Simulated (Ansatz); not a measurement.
Si2Ni:

```
CELL_PARAMETERS angstrom
0.00000 2.70300 2.70300
2.70300 0.00000 2.70300
2.70300 2.70300 0.00000
ATOMIC_POSITIONS crystal
Ni 0.00000 0.00000 0.00000
Si 0.75000 0.75000 0.75000
Si 0.25000 0.25000 0.25000
```

```yaml
Program: Ansatz 0.2.0
Task: relaxation of cell and atoms
Functional: PBE
Potentials_or_basis: Ansatz PAW
Cutoff: "420 eV (not typed: the program's choice for these potentials)"
k_mesh: 9 × 9 × 9
Occupations: fermi-dirac, width 0.05 eV
Spin: collinear spin, ferromagnetic start
Starting_moments: "[1.0, 0.0, 0.0] μB"
```

At the start: volume 13.17 Å³/atom.

Problem. Where does the relaxation end?

Solution. It ends after 5 steps and the volume is 13.50 Å³/atom (+2.5 %); space group Fm-3m (No. 225, to 0.05 Å); moment 0.00 μB per cell.

The path:
```tsv
step	energy change (eV)	largest force (eV/Å)	volume (Å³)
1	0.0000	0.0000	39.50
2	-0.0091	0.0000	40.03
3	-0.0115	0.0000	40.49
4	-0.0115	0.0000	40.50
5	-0.0118	0.0000	40.50
```

Final structure:
```
CELL_PARAMETERS angstrom
0.00000 2.72577 2.72577
2.72577 0.00000 2.72577
2.72577 2.72577 0.00000
ATOMIC_POSITIONS crystal
Ni 0.00000 0.00000 0.00000
Si 0.75000 0.75000 0.75000
Si 0.25000 0.25000 0.25000
```

Caveat: the plane-wave basis is chosen anew once the cell has moved, so the energies of steps on either side of that aren't comparable; the starting moments weren't kept.
